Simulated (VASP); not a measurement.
SiC, 2 atoms in the cell. The cell holds a sheet with vacuum, 2 atoms: a = 3.090 Å, b = 3.090 Å, c = 16.000 Å, α = 90.00°, β = 90.00°, γ = 120.00°. The cell was built by a generator and needn't be a form met in nature.

```yaml
Program: VASP 6.6.1
Task: relaxation of cell and atoms
Functional: PBE
Dispersion: D4
Potentials_or_basis: VASP PAW PBE potentials, release 64 (Si, C)
Cutoff: 600 eV
k_mesh: 12 × 12 × 1
Occupations: gaussian, width 0.03 eV
Spin: no spin polarisation
Dipole_correction: no
Further_INCAR_settings: ALGO = Normal; EDIFF = 1e-06; IBRION = 2; EDIFFG = -0.005; NSW = 60; ISIF = 3
```

Potentials or basis: VASP PAW PBE potentials, release 64 (Si, C).

Launch:

```console
$ cat potpaw_PBE.64/Si/POTCAR potpaw_PBE.64/C/POTCAR > POTCAR
$ mpirun -np 2 vasp_std > vasp.out
```

Hardware: 2 MPI ranks on Intel(R) Xeon(R) Platinum 8259CL CPU @ 2.50GHz (Skylake/Cascade Lake), with other jobs on the host.

Q: Estimate the wall time of this run.

A: Wall time 81 s on 2 MPI ranks on Intel(R) Xeon(R) Platinum 8259CL CPU @ 2.50GHz (Skylake/Cascade Lake), on a shared host, peak memory 0.3 GiB a rank. Counts: scf iterations 43, k points 19, ion steps 4.
